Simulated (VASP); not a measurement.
Input of a VASP 6.6.1 run:

INCAR

```
ALGO     = Normal         # electronic algorithm
EDIFF    = 1E-7           # SCF threshold, eV
EDIFFG   = -0.005         # ionic threshold
ENCUT    = 600            # plane-wave cutoff, eV
GGA      = CA             # functional
IBRION   = 2              # ionic algorithm
ISIF     = 3              # what is computed and relaxed
ISMEAR   = 1              # smearing method
LASPH    = T              # aspherical terms in the spheres
LCHARG   = F              # write CHGCAR
LREAL    = F              # projectors in reciprocal space
LWAVE    = F              # write WAVECAR
NELM     = 80             # most SCF steps
NSW      = 90             # ionic steps
PREC     = Accurate       # precision mode
SIGMA    = 0.1            # smearing width, eV
```

KPOINTS

```
k-points
0
Gamma
  16 16 16
```

Contents of POSCAR:

```
Ag                                      
1.0
    0.0000000000      2.0016342092      2.0016342092
    2.0016342092      0.0000000000      2.0016342092
    2.0016342092      2.0016342092      0.0000000000
  Ag            
     1
Direct
     0.0000000000000000    0.0000000000000000    0.0000000000000000
```

Potentials or basis: VASP PAW LDA potentials, release 64 (Ag).

Run with:

```sh
$ cat potpaw_LDA.64/Ag/POTCAR > POTCAR
$ mpirun -np 1 vasp_std > vasp.out
```

**Question.** Predict the band gap on the k mesh.

**Answer.** None (metal or under the smearing width).

**Question.** What does it give for the space group after relaxing (to 0.05 Å)?

**Answer.** Fm-3m (No. 225).

**Question.** Predict the relaxed cell.

**Answer.** a = 2.830 Å, b = 2.830 Å, c = 2.830 Å, α = 60.00°, β = 60.00°, γ = 60.00°.

Final structure:
```
CELL_PARAMETERS angstrom
0.00000 2.00118 2.00118
2.00118 0.00000 2.00118
2.00118 2.00118 0.00000
ATOMIC_POSITIONS crystal
Ag 0.00000 0.00000 0.00000
```
